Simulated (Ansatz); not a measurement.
AgCl, DFT, LDA, all-electron LAPW, scalar-relativistic (Ansatz 0.2.0), run on 1 thread of Arm Neoverse V1 on a shared host.

The cell comes from COD entry 9011666, which wasn't checked; take it as a given geometry. The listed cell was then made from it by scaling, straining or moving an atom.

Command: `ansatz run input.yaml --threads 1 --pin off --max-ram 3072MiB --backend cpu --events-out ev --progress --plain --runs-dir out`

```yaml
crystal:
  lattice:
    - [0.0, 2.77315, 2.717687]
    - [2.77315, 0.0, 2.717687]
    - [2.77315, 2.77315, 0.0]
  atoms:
    - { symbol: Ag, position: [0.5, 0.5, 0.5] }
    - { symbol: Cl, position: [0.0, 0.0, 0.0] }
kpoints:
  mp_grid: { grid: [8, 8, 8] }
  band_path:
    path:
      - [0.0, 0.0, 0.0]
      - [0.0, 0.5, 0.5]
      - [0.25, 0.75, 0.5]
      - [0.0, 0.5, 0.0]
      - [0.0, 0.0, 0.0]
      - [0.5, 0.5, 0.0]
      - [0.3801541025, 0.6198458975, 0.0]
      - [-0.3801541025, 0.3801541025, 0.0]
      - [0.0, 0.0, 0.0]
    npoints: 5
scf:
  occupations: { method: fermi_dirac, width: 0.02 }
hamiltonian:
  xc: lda
  pseudopotentials: { kind: all_electron, lapw: { basis_error: 0.0005 } }
output:
  forces: true
  stress: true
  eigenvalues: true
```

Q: How large is the problem that the program sets up?

A: 59 irreducible k-points, 331 plane waves at Γ, 21 bands.

Q: Estimate the wall time and the peak memory.

A: 14 s of wall time for 7 SCF iterations, with a peak of 0.32 GiB. Times on shared machines scatter by tens of per cent.
